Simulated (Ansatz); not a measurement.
Level of theory: Ansatz, DFT PBE, scalar-relativistic, plane waves, PAW. Settings: cutoff 420 eV, Γ-centred meshes spaced at most about 0.3 Å⁻¹, and about 0.25 Å⁻¹ or finer for metals (2π included), Gaussian smearing. No spin polarisation in the final relaxations.

All energies are static (0 K, no zero-point motion). All come from trial cells, and lower structures may exist.

Task: Order these relaxed structures of P by energy, lowest first, with the energy over the lowest of them.
A.

```cif
data_structure
_symmetry_space_group_name_H-M 'Fm-3m'
_symmetry_Int_Tables_number 225
_cell_length_a 8.6255
_cell_length_b 8.6255
_cell_length_c 8.6255
_cell_angle_alpha 90.000
_cell_angle_beta 90.000
_cell_angle_gamma 90.000
_cell_volume 641.72
loop_
_atom_site_label
_atom_site_type_symbol
_atom_site_symmetry_multiplicity
_atom_site_Wyckoff_symbol
_atom_site_fract_x
_atom_site_fract_y
_atom_site_fract_z
_atom_site_occupancy
P1 P 32 f 0.36572 0.36572 0.86572 1
```

B.

```cif
data_structure
_symmetry_space_group_name_H-M 'I4/mmm'
_symmetry_Int_Tables_number 139
_cell_length_a 2.2848
_cell_length_b 2.2848
_cell_length_c 7.7074
_cell_angle_alpha 90.000
_cell_angle_beta 90.000
_cell_angle_gamma 90.000
_cell_volume 40.24
loop_
_atom_site_label
_atom_site_type_symbol
_atom_site_symmetry_multiplicity
_atom_site_Wyckoff_symbol
_atom_site_fract_x
_atom_site_fract_y
_atom_site_fract_z
_atom_site_occupancy
P1 P 2 a 0.00000 0.00000 0.00000 1
```

Result: A (0 meV/atom), B (143 meV/atom). Forms: A Fm-3m; B I4/mmm. Counting all near atoms (those within 1.25 times the shortest such distance or 1.15 times the sum of covalent radii, 1.27 where that leaves under three; a plus sign parts nearer from farther groups): A has P 3+3; B has P 4.

No dispersion correction is applied, so the spacing and binding between layers, chains or molecules are poorly described (Fm-3m, I4/mmm), and this can change margins and order among such cells. Cells relaxed within their symmetry can be saddle points. The part of the Crystallography Open Database at hand lists P in space groups No. 2, 13, 64, 123; no cell shown has one of them. Some types were kept out of the candidates beforehand, so the set may lack a known form.
